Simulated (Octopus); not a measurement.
Runs of Octopus 16.4 on SiC (Moissanite). The structure is hexagonal, space group P6_3mc (No. 186). Conventional cell: a = 3.076 Å, b = 3.076 Å, c = 5.048 Å, α = 90.00°, β = 90.00°, γ = 120.00°. Si (site symmetry 3m) is surrounded by 4 C at 1.87 to 1.94 Å. Around C (site symmetry 3m) lie 4 Si at 1.87 to 1.94 Å. 

```tsv
task	level	potentials or basis	grid spacing	gap on the mesh (eV)	V0 of scaled cells (Å³/atom)	B0 (GPa)	largest force (eV/Å)
single point	PBE	pseudodojo_pbe (PseudoDojo 0.5, PBE)	0.123 × 0.123 × 0.126 Å	(c)	-	-	0.76
single point	PBEsol	pseudodojo_pbesol (PseudoDojo 0.4, PBEsol)	0.123 × 0.123 × 0.126 Å	2.33	-	-	0.75
equation of state	PBEsol	pseudodojo_pbesol (PseudoDojo 0.4, PBEsol)	-	-	10.35	221	-
equation of state	PBE	pseudodojo_pbe (PseudoDojo 0.5, PBE)	-	-	(a)	(b)	-
```

Alike in all rows: no spin polarisation; cell as given; k mesh 10 × 10 × 5; smearing fermi-dirac 0.05 eV.

Q: Fill in the values left out.

A: (a) 10.52; (b) 211; (c) 2.49.

Caveats: an odd mesh through Γ misses points on the zone boundary, where band edges often lie (some runs); the number of grid points is fixed, so the spacing changes with the cell, which shifts volumes and moduli (some runs); the cell was scaled at fixed shape and fractional positions, which overstates the stiffness of a crystal with free parameters, most of all of layers and chains (some runs).

Not every run made on this cell is shown here.
